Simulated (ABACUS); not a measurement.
# MgO (Fm-3m) in ABACUS: equation of state

Aim: energy against volume of MgO in PBEsol, for its equilibrium volume and stiffness.

Everything below comes from runs of ABACUS 3.10.1. Logs are shortened: lines on timing, memory, paths and dates and some standing lists are left out, and cuts for length are marked.

## (1) Starting point

Symmetry: Fm-3m, No. 225, cubic system. Conventional cell: a = 4.194 Å, b = 4.194 Å, c = 4.194 Å, α = 90.00°, β = 90.00°, γ = 90.00°. Mg (site symmetry m-3m) is surrounded by 6 O at 2.10 Å. O (site symmetry m-3m) has 6 Mg at 2.10 Å as nearest neighbours.

The cell is a database's computed one.

## (2) Equation of state, PBEsol, 8.67 Å³/atom (volume scaled by 0.94)

INPUT

```
INPUT_PARAMETERS
suffix              MgO
calculation         scf
basis_type          pw
pseudo_dir          ./
symmetry            1
dft_functional      pbesol
ecutwfc             84
pseudo_rcut         7
nspin               1
nbands              12
ks_solver           dav
smearing_method     fd
smearing_sigma      0.00367493
scf_thr             1e-08
scf_nmax            100
mixing_type         broyden
mixing_beta         0.7
cal_force           1
cal_stress          1
kpar                4
```

STRU

```
ATOMIC_SPECIES
Mg 24.3050 Mg.upf
O 15.9990 O.upf

LATTICE_CONSTANT
1.8897261246

LATTICE_VECTORS
0.0000000000 2.0541934342 2.0541934342
2.0541934342 0.0000000000 2.0541934342
2.0541934342 2.0541934342 0.0000000000

ATOMIC_POSITIONS
Direct

Mg
0.0
1
0.0000000000 0.0000000000 0.0000000000 1 1 1

O
0.0
1
0.5000000000 0.5000000000 0.5000000000 1 1 1
```

KPT

```
K_POINTS
0
Gamma
11 11 11 0 0 0
```

Potentials or basis: PseudoDojo NC SR 0.4.1 PBEsol standard, plane waves.

Command:

```console
$ OMP_NUM_THREADS=1 mpirun -np 4 abacus > log
```

running log:

```text
ABACUS v3.10.1

               Atomic-orbital Based Ab-initio Computation at UStc

 ------------------------------------------------------------------------------------

 READING GENERAL INFORMATION
                           global_out_dir = OUT.MgO/
                           global_in_card = INPUT
                               pseudo_dir = ./
                              orbital_dir =
                                    DSIZE = 4
                                    GSIZE = 1

 READING UNITCELL INFORMATION
                                    ntype = 2
                  lattice constant (Bohr) = 1.88973
              lattice constant (Angstrom) = 1

 READING ATOM TYPE 1
                               atom label = Mg
                      L=0, number of zeta = 1
                      L=1, number of zeta = 1
                      L=2, number of zeta = 1
             number of atom for this type = 1

 READING ATOM TYPE 2
                               atom label = O
                      L=0, number of zeta = 1
                      L=1, number of zeta = 1
                      L=2, number of zeta = 1
             number of atom for this type = 1

                        TOTAL ATOM NUMBER = 2
DIRECT COORDINATES
    atom                   x                   y                   z     mag                  vx                  vy                  vz
taud_Mg1            0.0000000000        0.0000000000        0.0000000000  0.0000        0.0000000000        0.0000000000        0.0000000000
taud_O1            0.5000000000        0.5000000000        0.5000000000  0.0000        0.0000000000        0.0000000000        0.0000000000

                          Volume (Bohr^3) = 116.991
                             Volume (A^3) = 17.3362

 Lattice vectors: (Cartesian coordinate: in unit of a_0)
                   +0            +2.05419            +2.05419
             +2.05419                  +0            +2.05419
             +2.05419            +2.05419                  +0
 Reciprocal vectors: (Cartesian coordinate: in unit of 2 pi/a_0)
            -0.243405           +0.243405           +0.243405
            +0.243405           -0.243405           +0.243405
            +0.243405           +0.243405           -0.243405
 The esolver type has been set to : ksdft_pw

                PAO radial cut off (Bohr) = 7

 Read in pseudopotential file is Mg.upf
                     pseudopotential type = NC
          exchange-correlation functional = PBESOL
                 nonlocal core correction = 0
                        valence electrons = 10
                                     lmax = 1
                           number of zeta = 3
                     number of projectors = 4
                           L of projector = 0
[... 185 lines left out ...]

 Make real space PAO into reciprocal space.
       max mesh points in Pseudopotential = 701
     dq(describe PAO in reciprocal space) = 0.01
                                    max q = 1104

 number of pseudo atomic orbitals for Mg is 3
WARNING: norm of atomic wavefunction # 3 of atomic type Mg is 0.994389, renormalized

 number of pseudo atomic orbitals for O is 2
WARNING: norm of atomic wavefunction # 2 of atomic type O is 0.999978, renormalized

 -------------------------------------------
 SELF-CONSISTENT
 -------------------------------------------
                                 init_chg = atomic

 PW ALGORITHM --------------- ION=   1  ELEC=   1--------------------------------

 Density error is 0.360789041592
                          Error Threshold = 0.01
----------------------------------------------------------
     Energy           Rydberg                 eV
----------------------------------------------------------
 E_KohnSham     -151.6844607383      -2063.7729640983
 E_Harris       -151.1464903112      -2056.4535009348
 E_Fermi        0.8380652237         11.4024623379
----------------------------------------------------------
[... 63 lines left out ...]
 Density error is 2.89802189361e-09
                          Error Threshold = 2.04329893924e-10
----------------------------------------------------------
     Energy           Rydberg                 eV
----------------------------------------------------------
 E_KohnSham     -151.8202073802      -2065.6198919120
 E_KS(sigma->0) -151.8202073802      -2065.6198919120
 E_Harris       -151.8201613387      -2065.6192654854
 E_band         -20.4444269849       -278.1606993397
 E_one_elec     -70.6390903648       -961.0941304980
 E_Hartree      40.1485831897        546.2494980071
 E_xc           -24.1715587754       -328.8709288870
 E_Ewald        -97.1581414297       -1321.9043305341
 E_entropy(-TS) 0.0000000000         0.0000000000
 E_descf        0.0000000000         0.0000000000
 E_exx          0.0000000000         0.0000000000
 E_Fermi        0.8597959484         11.6981240159
----------------------------------------------------------

 charge density convergence is achieved
 final etot is -2065.6198919 eV
 EFERMI = 11.698124016 eV

 STATE ENERGY(eV) AND OCCUPATIONS    NSPIN == 1
 1/14 kpoint (Cartesian) = 0.0000 0.0000 0.0000 (1471 pws)
       1       -62.7961     0.00150263
       2       -29.7427     0.00150263
       3       -29.7427     0.00150263
       4       -29.7427     0.00150263
       5       -8.63858     0.00150263
       6        8.89182     0.00150263
       7        8.89182     0.00150263
       8        8.89182     0.00150263
       9        14.3177    2.64943e-26
      10        25.1090        0.00000
      11        25.1090        0.00000
      12        25.1090        0.00000
[... 57 lines left out ...]
 6/14 kpoint (Cartesian) = 0.11064 0.11064 0.11064 (1513 pws)
       1       -62.7833      0.0120210
       2       -29.8600      0.0120210
       3       -29.7541      0.0120210
       4       -29.7541      0.0120210
       5       -7.11437      0.0120210
       6        3.98234      0.0120210
       7        8.17122      0.0120210
       8        8.17122      0.0120210
       9        17.1488    5.44954e-50
      10        22.1943        0.00000
      11        25.8878        0.00000
      12        25.8878        0.00000

[... levels at 8 further k points ...]

------------------------------------------------------------------------------------------
 TOTAL-FORCE (eV/Angstrom)
------------------------------------------------------------------------------------------
                       Mg1         0.0000000000         0.0000000000         0.0000000000
                        O1         0.0000000000         0.0000000000         0.0000000000
------------------------------------------------------------------------------------------

----------------------------------------------------------------
 TOTAL-STRESS (KBAR)
----------------------------------------------------------------
       139.4034841725        -0.0000000000        -0.0000000000
        -0.0000000000       139.4034841725         0.0000000000
        -0.0000000000         0.0000000000       139.4034841725
----------------------------------------------------------------
 TOTAL-PRESSURE: 139.403484 KBAR

 --------------------------------------------
 !FINAL_ETOT_IS -2065.6198919119560742 eV
 --------------------------------------------
```

Wall time 3.6 s (4 MPI ranks of Intel Xeon 6975P-C (Granite Rapids), shared host); peak memory 0.28 GiB.

What came out:

```
Free energy            : -2065.6199 eV
Pressure               : 13.9 GPa
Band gap on the k mesh : 5.43 eV, direct
```

(Continued in part 2 of 2.)
